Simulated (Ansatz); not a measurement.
# Fe: energy of spin spirals, part 2 of 2

Is the ferromagnetic state of Fe stable against spirals with wavevectors from Γ to Z? The runs shown use PAW.

Ansatz 0.2.0; DFT LDA; a Materials Project cell. Earlier steps stand in the parts before.

## 8. Spiral at 0.833 of the way from Γ to Z, PAW

The input, input.yaml:

```yaml
crystal:
  lattice:
    - [0.0, 1.9417396906, 1.9651051623]
    - [1.4984397099, 0.0, 1.9651051623]
    - [1.4984397099, 1.9417396906, 0.0]
  atoms:
    - { symbol: Fe, position: [0.0, 0.0, 0.0], spin: 2.2, spin_axis: [1.0, 0.0, 0.0] }
magnetization:
  noncollinear: true
  spin_spiral: { q: [0.4166666667, 0.4166666667, 0.0] }
kpoints:
  mp_grid: { grid: [12, 12, 12], shift: [0.5, 0.5, 0.0] }
scf:
  occupations: { method: fermi_dirac, width: 0.1 }
  lower_state_search: "off"
hamiltonian:
  xc: lda
  pseudopotentials: { kind: paw }
output:
  eigenvalues: false
```

Launch:

```sh
> ansatz run input.yaml --threads 2 --pin off --max-ram 5120MiB --backend cpu --events-out ev --progress --plain --runs-dir out
```

The log of the run (excerpt; [...] marks lines left out):

```text
settings of this run that can trade accuracy for cost: output.eigenvalues: false. Do not mix this run's numbers with those of runs without the same settings; the input reference describes each key
[...]
Pseudopotentials: kind: paw
Pseudopotential: Fe, paw, valence charge 16, recommended cutoff 420 eV (normal)
Functional definition: SPW92
[...]
Crystal: 1 atoms, lattice volume = 11.435 Å³
Basis set: ecut = 420 eV, 221 PW (Γ)
Bands: 24, of which v1, the nominal top of the filled ones, is band 16 counted from 1 (15 counted from 0)
Symmetry: 4 space group operations
k-points: 273 of 1728
Spin spiral: q = (0.4166666667, 0.4166666667, 0) of the reciprocal vectors; moments are told in the frame that turns with it, a site's in that at the site
[...]
Starting moments: Σ|m| = 2.2 μB on 1 of 1 site
[...]
spin-set hold released at iteration 7 (site moments contracting): the magnetisation degrees of freedom join the quasi-Newton model from the next iteration; the mixer history was flushed
[...]
SCF iter  14: F=-4419.759298 eV  HF=-4419.759298 eV  |F-HF|=1.39e-8  |Δ(HF+E_count)|=   8.56e-9  Δρ=2.48e-5  dr2=1.83e-8  dr2_m=1.26e-8  ethr=5.97e-10  |M|=1.66e0 ∫|m|=1.89e0 μB  |m|>n=0.0e0 m-floor=0.0e0 τ_xc=5.7e-18  ⟨swp⟩=2.5  Hψ=12153  notcnv=0
[...]
SCF converged after 14 iterations
Magnetization: |M| = 1.6599 μB,  M = (+1.6599, -0.0000, +0.0000) μB
Absolute magnetization: 1.8905 μB (∫|m|, with the PAW one-centre terms)
  site 0: m = (+1.8254, -0.0000, +0.0000) μB, |m| = 1.8254 μB  (R = 1.01 Å)
Free energy (F): -4419.759298 eV
[...]
E sigma→0 (E₀):  -4419.736781 eV
Entropy (-TS):   -0.045034 eV (-45.034 meV/atom)
Fermi energy:    18.217663 eV
[...]
settings of this run that can trade accuracy for cost: output.eigenvalues: false. Do not mix this run's numbers with those of runs without the same settings; the input reference describes each key
```

Wall time 17 s (2 threads of Arm Neoverse V2, shared host); peak memory 0.41 GiB.

Read from it: moment of the cell in the turning frame 1.66 μB; moments (x, y, z) Fe (1.83, 0.00, 0.00) μB.

## 9. Spiral at 1 of the way from Γ to Z, PAW

input.yaml: that of step 8 with these lines changed.

```diff
@@ -9,5 +9,5 @@
   noncollinear: true
-  spin_spiral: { q: [0.4166666667, 0.4166666667, 0.0] }
+  spin_spiral: { q: [0.5, 0.5, 0.0] }
 kpoints:
-  mp_grid: { grid: [12, 12, 12], shift: [0.5, 0.5, 0.0] }
+  mp_grid: { grid: [12, 12, 12] }
 scf:
```

Launch:

```sh
> ansatz run input.yaml --threads 2 --pin off --max-ram 5120MiB --backend cpu --events-out ev --progress --plain --runs-dir out
```

The log of the run (excerpt; [...] marks lines left out):

```text
settings of this run that can trade accuracy for cost: output.eigenvalues: false. Do not mix this run's numbers with those of runs without the same settings; the input reference describes each key
[...]
Pseudopotentials: kind: paw
Pseudopotential: Fe, paw, valence charge 16, recommended cutoff 420 eV (normal)
Functional definition: SPW92
[...]
Crystal: 1 atoms, lattice volume = 11.435 Å³
Basis set: ecut = 420 eV, 221 PW (Γ)
Bands: 24, of which v1, the nominal top of the filled ones, is band 16 counted from 1 (15 counted from 0)
Symmetry: 4 space group operations
k-points: 280 of 1728
Spin spiral: q = (0.5, 0.5, 0) of the reciprocal vectors; moments are told in the frame that turns with it, a site's in that at the site
[...]
Starting moments: Σ|m| = 2.2 μB on 1 of 1 site
[...]
spin-set hold released at iteration 14 (site moments contracting): the magnetisation degrees of freedom join the quasi-Newton model from the next iteration; the mixer history was flushed
[...]
SCF iter  20: F=-4419.746382 eV  HF=-4419.746382 eV  |F-HF|=8.69e-9  |Δ(HF+E_count)|=   4.61e-9  Δρ=1.43e-5  dr2=1.15e-8  dr2_m=5.46e-9  ethr=6.25e-10  |M|=1.56e0 ∫|m|=1.83e0 μB  |m|>n=0.0e0 m-floor=0.0e0 τ_xc=5.4e-18  ⟨swp⟩=2.0  Hψ=19425  notcnv=0
[...]
SCF converged after 20 iterations
Magnetization: |M| = 1.5602 μB,  M = (+1.5602, +0.0000, +0.0000) μB
Absolute magnetization: 1.8272 μB (∫|m|, with the PAW one-centre terms)
  site 0: m = (+1.7666, +0.0000, +0.0000) μB, |m| = 1.7666 μB  (R = 1.01 Å)
Free energy (F): -4419.746382 eV
[...]
E sigma→0 (E₀):  -4419.723061 eV
Entropy (-TS):   -0.046641 eV (-46.641 meV/atom)
Fermi energy:    18.202055 eV
[...]
settings of this run that can trade accuracy for cost: output.eigenvalues: false. Do not mix this run's numbers with those of runs without the same settings; the input reference describes each key
```

It took 23 s on 2 threads of Arm Neoverse V2, shared host; peak memory 0.42 GiB.

In short: moment of the cell in the turning frame 1.56 μB; moments (x, y, z) Fe (1.77, 0.00, 0.00) μB.

## 10. Side by side

Free energies are per magnetic atom (1 in the cell), from each method's spiral at q = 0. Moments are those in the frame that turns with the spiral.

```
                                    run  method  energy from the method's reference (meV/magnetic atom)  total moment (μB)  largest site moment (μB)  cycles  time
    0 of Γ–Z, q = (0.000, 0.000, 0.000)     PAW                                                     0.0               2.16                      2.17      12  13 s
0.167 of Γ–Z, q = (0.083, 0.083, 0.000)     PAW                                                     4.5               2.15                      2.17      12  13 s
0.333 of Γ–Z, q = (0.167, 0.167, 0.000)     PAW                                                    12.5               2.10                      2.15      10  12 s
  0.5 of Γ–Z, q = (0.250, 0.250, 0.000)     PAW                                                    36.5               1.98                      2.07      11  12 s
0.667 of Γ–Z, q = (0.333, 0.333, 0.000)     PAW                                                    78.1               1.82                      1.95      11  14 s
0.833 of Γ–Z, q = (0.417, 0.417, 0.000)     PAW                                                   115.3               1.66                      1.83      14  17 s
    1 of Γ–Z, q = (0.500, 0.500, 0.000)     PAW                                                   128.2               1.56                      1.77      20  23 s
```

## 11. What came out

What follows sums up all 2 parts.

```
                       quantity               value
lowest of the spirals run (PAW)  0 of Γ–Z, +0.0 meV
       energy at 1 of Γ–Z (PAW)          +128.2 meV
```

By PAW the energy rises from q = 0 on, to +128.2 meV a magnetic atom at 1 of the way: along this line the ferromagnet is stable. The moment changes from 2.17 to 1.77 μB on the way, so a model of rigid moments is poor here. The magnetic state is the one reached from the start moments in this cell; it needn't be the ground state. The k mesh (12×12×12) wasn't tested for convergence.
